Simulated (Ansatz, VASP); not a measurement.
HgTe: VASP beside Ansatz

File INCAR:

```
SYSTEM = HgTe
ALGO     = Normal         ! electronic algorithm
EDIFF    = 1E-6           ! SCF threshold, eV
ENCUT    = 520            ! plane-wave cutoff, eV
GGA      = PE             ! functional
ISIF     = 2              ! what is computed and relaxed
ISMEAR   = -1             ! smearing method
LASPH    = .True.         ! aspherical terms in the spheres
LCHARG   = .False.        ! write CHGCAR
LREAL    = .False.        ! projectors in reciprocal space
LWAVE    = .False.        ! write WAVECAR
NBANDS   = 16             ! bands
NELM     = 80             ! most SCF steps
PREC     = Accurate       ! precision mode
SIGMA    = 0.08           ! smearing width, eV
```

File KPOINTS:

```
k-points
0
Gamma
  12 12 12
  0 0 0
```

Contents of POSCAR:

```
HgTe
1.0
    0.0000000000      2.8820154301      2.8820154301
    2.8820154301      0.0000000000      2.8820154301
    2.8820154301      2.8820154301      0.0000000000
Hg Te
1 1
Direct
    0.0000000000      0.0000000000      0.0000000000
    0.5000000000      0.5000000000      0.5000000000
```

Input for Ansatz:

```yaml
crystal:
  lattice:
    - [0.0, 2.8820154301, 2.8820154301]
    - [2.8820154301, 0.0, 2.8820154301]
    - [2.8820154301, 2.8820154301, 0.0]
  atoms:
    - { symbol: Hg, position: [0.0, 0.0, 0.0] }
    - { symbol: Te, position: [0.5, 0.5, 0.5] }
kpoints:
  mp_grid: { grid: [12, 12, 12] }
scf:
  occupations: { method: fermi_dirac, width: 0.08 }
hamiltonian:
  xc: pbe
  pseudopotentials: { kind: all_electron, lapw: { basis_error: 0.001 } }
output:
  forces: true
  stress: true
  eigenvalues: true
```

Change from the starting cell: volume scaled by 0.96.

Alike in both runs: task single point; functional PBE; k mesh 12 × 12 × 12; occupations fermi-dirac, width 0.08 eV; no spin polarisation.

|  | VASP | Ansatz |
| --- | --- | --- |
| version | VASP 6.6.1 | Ansatz 0.2.0 |
| potentials or method | VASP PAW PBE potentials, release 64 (Hg, Te) | all-electron LAPW, scalar-relativistic |
| plane-wave cutoff (eV) | 520 | see its input |

VASP gave:

```
pressure (GPa) : 15.1
```

Q: What did Ansatz give for the same quantities?

A: Pressure (GPa): 14.8.

Ansatz ran all-electron here, so the differences hold the error of VASP's frozen core and of both bases.

Caveats: so large a pressure means that the cell lies far from this level's equilibrium, or that cutoff or potentials fall short (VASP). The runs have no spin-orbit coupling, so splittings on Hg, Te are missing.
